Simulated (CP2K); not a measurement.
Crystal: AgBr.

```
Ag Br
1.0
     4.05901    0.00000    0.00000
     2.02950    3.51520    0.00000
     2.02950    1.17173    3.31416
Ag Br
1 1
Cartesian
  0.0000 0.0000 0.0000
  4.0590 2.3435 1.6571
```

Base run:

| Property | Result |
| --- | --- |
| Program | CP2K 2026.2 |
| Functional | HLE16 |
| Potentials or basis | GTH_SOC_POTENTIALS Ag GTH-PBE-q11, Br GTH-PBE-q7; DZVP-MOLOPT-SR-GTH basis |
| Density cutoff | 6123 eV |
| k mesh | 8 × 8 × 8 |
| Occupations | fermi-dirac, width 0.05 eV |
| Spin | spin-orbit coupling, no magnetisation |

Its results: pressure 0.1 GPa.

Task: The run is repeated on the same cell with these changes: functional from HLE16 to PBE. What comes out?

Result: Pressure 3.2 GPa.

Caveats: the basis of atomic orbitals isn't converged, which shifts pressures, moduli and gaps; the potentials were made for a functional far from this one (some runs); the potentials were made for another functional, which shifts forces and pressure (some runs).
